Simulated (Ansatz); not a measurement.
# NaI: the cost of one run

Program: Ansatz 0.2.0. Level of theory: DFT PBE, scalar-relativistic, plane waves, PAW. These are calculated values, not measurements.

## (1) The system as given

It takes space group Pm-3m (No. 221, cubic). Conventional cell: a = 4.075 Å, b = 4.075 Å, c = 4.075 Å, α = 90.00°, β = 90.00°, γ = 90.00°. Around Na (site symmetry m-3m) lie 8 I at 3.53 Å. I (site symmetry m-3m) is surrounded by 8 Na at 3.53 Å.

Coordinates:

```xyz
2
Lattice="4.0746 0.0000 0.0000 0.0000 4.0746 0.0000 0.0000 0.0000 4.0746" Properties=species:S:1:pos:R:3 pbc="T T T"
Na    0.0000    0.0000    0.0000
I     2.0373    2.0373    2.0373
```

(A quick probe on a coarse mesh, which set the mesh and smearing, is not shown.)

## (3) Relaxing cell and atoms

input.yaml

```yaml
crystal:
  lattice:
    - [4.0745634149, 0.0, 0.0]
    - [0.0, 4.0745634149, 0.0]
    - [0.0, 0.0, 4.0745634149]
  atoms:
    - { symbol: Na, position: [0.0, 0.0, 0.0] }
    - { symbol: I, position: [0.5, 0.5, 0.5] }
basis:
  ecutwfc: 420
kpoints:
  mp_grid: { grid: [8, 8, 8] }
hamiltonian:
  xc: pbe
scf:
  occupations: { method: gaussian, width: 0.02 }
output:
  forces: true
  stress: true
  eigenvalues: true
relax:
  adjacent_minimum: "off"
  f_tol: 0.01
  max_steps: 80
  cell: { stress_tol: 0.05 }
```

The run is started by

```sh
$ ansatz run input.yaml --threads 1 --pin off --max-ram 2560MiB --backend cpu --events-out ev --progress --plain --runs-dir out
```

What time and memory should one allow on 1 thread of Intel Xeon Platinum 8259CL at 2.50GHz (Skylake/Cascade Lake), shared host?

About 15 s, with a peak of 0.38 GiB.
